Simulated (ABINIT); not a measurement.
# WS2 (Tungstenite) (P6_3/mmc) in ABINIT: reference runs

Reference runs on WS2 (Tungstenite): the cell as given.

Program: ABINIT 10.8.3 (patched build). These are calculated values, not measurements. Logs are shortened: lines on timing, memory, paths and dates and some standing lists are left out, and cuts for length are marked. The log counts tension as positive stress, the text compression.

## (1) Starting point

Symmetry: P6_3/mmc, No. 194, hexagonal system. Conventional cell: a = 3.180 Å, b = 3.180 Å, c = 12.500 Å, α = 90.00°, β = 90.00°, γ = 120.00°. Around W (site symmetry -6m2) lie 6 S at 2.41 Å. Around S (site symmetry 3m) lie 3 W at 2.41 Å.

## (2) Single point, PBEsol

Contents of run.abi:

```
# Pseudopotentials
pp_dirpath "./"
pseudos "W.upf, S.upf"

# Structure
acell 3.18 3.18 12.5 Angstrom
rprim
     1.0000000000     0.0000000000     0.0000000000
    -0.5000000000     0.8660254038     0.0000000000
     0.0000000000     0.0000000000     1.0000000000
ntypat 2
znucl 74 16
natom 6
typat 1 1 2 2 2 2
xred
     0.6666666667     0.3333333333     0.7500000000
     0.3333333333     0.6666666667     0.2500000000
     0.6666666667     0.3333333333     0.3750000000
     0.3333333333     0.6666666667     0.8750000000
     0.6666666667     0.3333333333     0.1250000000
     0.3333333333     0.6666666667     0.6250000000

# Plane-wave basis
ecut 1006.821291 eV

# k points
kptopt 1
ngkpt 10 10 3
nshiftk 1
shiftk 0.0 0.0 0.0

# Exchange and correlation
ixc -116133

# Bands and occupations
nband 32
occopt 3
tsmear 0.00183747

# SCF cycle
nstep 100
tolvrs 1.0e-10

# Output
iomode 3
prtwf 0
prtden 0
prteig 0
prtebands 0
```

Potentials or basis: PseudoDojo NC SR PBEsol v0.4.1 standard.

Run with:

```
> abinit run.abi > log 2>&1
```

run.abo:

```text
.Version 10.8.3 of ABINIT
 Symmetries : space group P6_3/m m c (#194); Bravais hP (primitive hexag.)
================================================================================
 Values of the parameters that define the memory need of the present run
     intxc =       0    ionmov =       0      iscf =       7    lmnmax =       8
     lnmax =       8     mgfft =     135  mpssoang =       4    mqgrid =    6469
     natom =       6  nloc_mem =       1    nspden =       1   nspinor =       1
    nsppol =       1      nsym =      24    n1xccc =    2501    ntypat =       2
    occopt =       3   xclevel =       2
       mpw =        7964          nfft =      174960          nkpt =          28
================================================================================
================================================================================

--------------------------------------------------------------------------------
------------- Echo of variables that govern the present computation ------------
--------------------------------------------------------------------------------
 -outvars: echo values of preprocessed input variables --------
            acell      6.0093290804E+00  6.0093290804E+00  2.3621576574E+01 Bohr
              amu      1.83850000E+02  3.20660000E+01
             ecut      3.70000000E+01 Hartree
              ixc     -116133
         kptrlatt       10    0    0      0   10    0      0    0    3
          kptrlen      6.00932908E+01
            natom           6
            nband          32
            ngfft          36      36     135
             nkpt          28
            nstep         100
             nsym          24
           ntypat           2
           occopt           3
           prtden           0
        prtebands           0
           prteig           0
            prtwf           0
            rprim      1.0000000000E+00  0.0000000000E+00  0.0000000000E+00
                      -5.0000000000E-01  8.6602540380E-01  0.0000000000E+00
                       0.0000000000E+00  0.0000000000E+00  1.0000000000E+00
          spgroup         194
           tolvrs      1.00000000E-10
           tsmear      1.83747000E-03 Hartree
            typat      1  1  2  2  2  2
           xangst      1.5900000000E+00  9.1798692803E-01  9.3750000000E+00
                      -4.5160781157E-16  1.8359738561E+00  3.1250000000E+00
                       1.5900000000E+00  9.1798692803E-01  4.6875000000E+00
                      -4.5160781157E-16  1.8359738561E+00  1.0937500000E+01
                       1.5900000000E+00  9.1798692803E-01  1.5625000000E+00
[... 160 lines left out ...]
    6     -0.00000000000000     0.00000000000000     0.00294048379845
 frms,max,avg= 1.3861574E-03 2.9404838E-03   0.000E+00  0.000E+00  0.000E+00 h/b

 cartesian forces (eV/Angstrom) at end:
    1     -0.00000000000000    -0.00000000000000    -0.00000000000000
    2      0.00000000000000    -0.00000000000000    -0.00000000000000
    3      0.00000000000000     0.00000000000000    -0.15120575639967
    4      0.00000000000000    -0.00000000000000    -0.15120575639967
    5      0.00000000000000    -0.00000000000000     0.15120575639967
    6     -0.00000000000000     0.00000000000000     0.15120575639967
 frms,max,avg= 7.1279077E-02 1.5120576E-01   0.000E+00  0.000E+00  0.000E+00 e/A
 length scales=  6.009329080387  6.009329080387 23.621576573847 bohr
              =  3.180000000000  3.180000000000 12.500000000000 angstroms
 Fermi (or HOMO) energy (hartree) =   0.34941   Average Vxc (hartree)=  -0.41029
 Eigenvalues (hartree) for nkpt=  28  k points:
 kpt#   1, nband= 32, wtk=  0.00333, kpt=  0.0000  0.0000  0.0000 (reduced coord)
  -2.41068   -2.41068   -1.09667   -1.09667   -1.09072   -1.09072   -1.09072   -1.09072
  -0.23880   -0.23192   -0.18057   -0.16720    0.05566    0.08990    0.19615    0.20177
   0.20177    0.20218    0.20218    0.24715    0.24715    0.24872    0.24872    0.27483
   0.29042    0.33170    0.41408    0.41419    0.41433    0.41460    0.41821    0.41874
      occupation numbers for kpt#   1
   2.00000    2.00000    2.00000    2.00000    2.00000    2.00000    2.00000    2.00000
   2.00000    2.00000    2.00000    2.00000    2.00000    2.00000    2.00000    2.00000
   2.00000    2.00000    2.00000    2.00000    2.00000    2.00000    2.00000    2.00000
   2.00000    1.99987    0.00000    0.00000    0.00000    0.00000    0.00000    0.00000
 prteigrs : prtvol=0 or 1, do not print more k-points.

--- !EnergyTerms
iteration_state     : {dtset: 1, }
comment             : Components of total free energy in Hartree
kinetic             :  5.61253610952273E+01
hartree             :  5.34334257442986E+01
xc                  : -4.55932349059192E+01
Ewald energy        : -1.17148133687279E+02
psp_core            :  4.07565748831142E+00
local_psp           : -1.78179339446178E+02
non_local_psp       :  3.13570303063483E+01
internal            : -1.95929233405191E+02
'-kT*entropy'       : -2.28342583602502E-08
total_energy        : -1.95929233428025E+02
total_energy_eV     : -5.33150604768896E+03
band_energy         : -1.88399110285691E+01
...

 Cartesian components of stress tensor (hartree/bohr^3)
  sigma(1 1)=  1.19517318E-04  sigma(3 2)=  0.00000000E+00
  sigma(2 2)=  1.19517317E-04  sigma(3 1)=  0.00000000E+00
  sigma(3 3)=  3.81472761E-05  sigma(2 1)=  0.00000000E+00

-Cartesian components of stress tensor (GPa)         [Pressure= -2.7183E+00 GPa]
- sigma(1 1)=  3.51632088E+00  sigma(3 2)=  0.00000000E+00
- sigma(2 2)=  3.51632088E+00  sigma(3 1)=  0.00000000E+00
- sigma(3 3)=  1.12233161E+00  sigma(2 1)=  0.00000000E+00

== END DATASET(S) ==============================================================
================================================================================

 -outvars: echo values of variables after computation  --------
            acell      6.0093290804E+00  6.0093290804E+00  2.3621576574E+01 Bohr
           etotal     -1.9592923343E+02
            fcart     -3.1365425840E-28 -8.6232557390E-30 -0.0000000000E+00
                       2.2403875600E-28 -1.1210232461E-28 -0.0000000000E+00
                       4.4807751200E-29  9.4855813129E-29 -2.9404837985E-03
                       4.4807751200E-29 -8.6232557390E-30 -2.9404837985E-03
                       4.4807751200E-29 -8.6232557390E-30  2.9404837985E-03
                      -4.4807751200E-29  4.3116278695E-29  2.9404837985E-03
            rprim      1.0000000000E+00  0.0000000000E+00  0.0000000000E+00
                      -5.0000000000E-01  8.6602540380E-01  0.0000000000E+00
                       0.0000000000E+00  0.0000000000E+00  1.0000000000E+00
           strten      1.1951731762E-04  1.1951731741E-04  3.8147276073E-05
                       0.0000000000E+00  0.0000000000E+00  0.0000000000E+00
           xangst      1.5900000000E+00  9.1798692803E-01  9.3750000000E+00
                      -4.5160781157E-16  1.8359738561E+00  3.1250000000E+00
                       1.5900000000E+00  9.1798692803E-01  4.6875000000E+00
                      -4.5160781157E-16  1.8359738561E+00  1.0937500000E+01
                       1.5900000000E+00  9.1798692803E-01  1.5625000000E+00
                      -4.5160781157E-16  1.8359738561E+00  7.8125000000E+00
             xred      6.6666666667E-01  3.3333333333E-01  7.5000000000E-01
                       3.3333333333E-01  6.6666666667E-01  2.5000000000E-01
                       6.6666666667E-01  3.3333333333E-01  3.7500000000E-01
                       3.3333333333E-01  6.6666666667E-01  8.7500000000E-01
                       6.6666666667E-01  3.3333333333E-01  1.2500000000E-01
                       3.3333333333E-01  6.6666666667E-01  6.2500000000E-01
 Calculation completed.
```

Run time: 5.6 min. Hardware: 1 thread of Arm Neoverse V2, shared host; peak memory 0.21 GiB.

What came out:

| Item | Value |
| --- | --- |
| Free energy | -5331.5060 eV |
| Pressure | -2.7 GPa |
| Largest force | 0.151 eV/Å |
| Band gap on the k mesh | 1.08 eV, indirect (least direct gap 2.07 eV) |
| Valence electrons inside the program's atomic spheres | W 10.16; S 3.94 |

Forces on the atoms (eV/Å):
```
W    0.000  0.000  0.000
W    0.000  0.000  0.000
S    0.000  0.000 -0.151
S    0.000  0.000 -0.151
S    0.000  0.000  0.151
S    0.000  0.000  0.151
```

Stress tensor (GPa, compression positive):
```
-3.52  0.00  0.00
 0.00 -3.52  0.00
 0.00  0.00 -1.12
```

Caveat: spin-orbit coupling is left out, which moves the levels of the heavy elements; an odd mesh through Γ misses points on the zone boundary, where band edges often lie; this functional lacks dispersion, which binds the layers, so the pressure and a relaxed spacing across them are unreliable.
